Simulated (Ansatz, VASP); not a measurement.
## Lu in VASP and in Ansatz

```
Lu
1.0
    -1.94642    1.94642    1.94642
     1.94642   -1.94642    1.94642
     1.94642    1.94642   -1.94642
Lu
1
Cartesian
  0.0000 0.0000 0.0000
```

The cell was built by a generator and needn't be a form met in nature.

Alike in both runs: task relaxation of cell and atoms; functional RPBE; k mesh 11 × 11 × 11; occupations fermi-dirac, width 0.1 eV; no spin polarisation.

```csv
,VASP,Ansatz
version,VASP 6.6.1,Ansatz 0.2.0
potentials or method,"VASP PAW PBE potentials, release 64 (Lu)","plane waves (420 eV) with PAW, scalar-relativistic"
plane-wave cutoff (eV),600,420
valence electrons in the cell,25,25
```

VASP gave:

- relaxed volume (Å³/atom): 31.19
- relaxed cell length with the largest relative difference (Å): 3.435
- energy change over the relaxation (meV/atom): -13

**Question.** Which values does Ansatz return?

**Answer.** Relaxed volume (Å³/atom): 31.14; relaxed cell length with the largest relative difference (Å): 3.433; energy change over the relaxation (meV/atom): -12.

Caveats: the PAW data sets were made with another functional, which shifts forces and pressure a little (VASP). Spin-orbit coupling is left out, which matters for the levels of Lu.
